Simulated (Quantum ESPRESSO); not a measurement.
## PbF2 (Fluorocronite) in Quantum ESPRESSO: the effect of functional

The system is PbF2 (Fluorocronite).

```xyz
3
Lattice="0.0000 2.9637 2.9637 2.9637 0.0000 2.9637 2.9637 2.9637 0.0000" Properties=species:S:1:pos:R:3 pbc="T T T"
Pb    0.0000    0.0000    0.0000
F     4.4455    4.4455    4.4455
F     1.4818    1.4818    1.4818
```

Alike in all runs:

- Program: Quantum ESPRESSO 7.5
- Task: phonons
- Cutoff: 1143 eV
- Density cutoff: 4572 eV
- k mesh: 4 × 4 × 4, shifted
- Occupations: fermi-dirac, width 0.05 eV
- Spin: no spin polarisation

Each run relaxes the cell or the atoms first.

Problem. One run gave: relaxed volume 17.34 Å³/atom; dielectric constant 3.34 mean; highest phonon frequency 257 cm⁻¹. Which functional did it use?
A. LDA
B. PBE
C. WC
D. AM05
E. vdW-DF-cx

Solution. E.

```csv
functional,potentials or basis,relaxed volume (Å³/atom),dielectric constant (mean),highest phonon frequency (cm⁻¹)
LDA,PseudoDojo 0.4.1 SR LDA standard,16.35,3.44,262
PBE,PseudoDojo 0.4.1 SR PBE standard,17.99,3.27,238
AM05,PseudoDojo 0.4.1 SR PBE standard,17.41,3.35,241
WC,PseudoDojo 0.4.1 SR PBE standard,17.13,3.39,251
PW91,PseudoDojo 0.4.1 SR PBE standard,17.88,3.28,243
vdW-DF-cx,PseudoDojo 0.4.1 SR PBE standard,17.34,3.34,257
```

Caveats: the potentials were made for another functional, which shifts forces and pressure (some runs).

Not every run made on this cell is shown here.
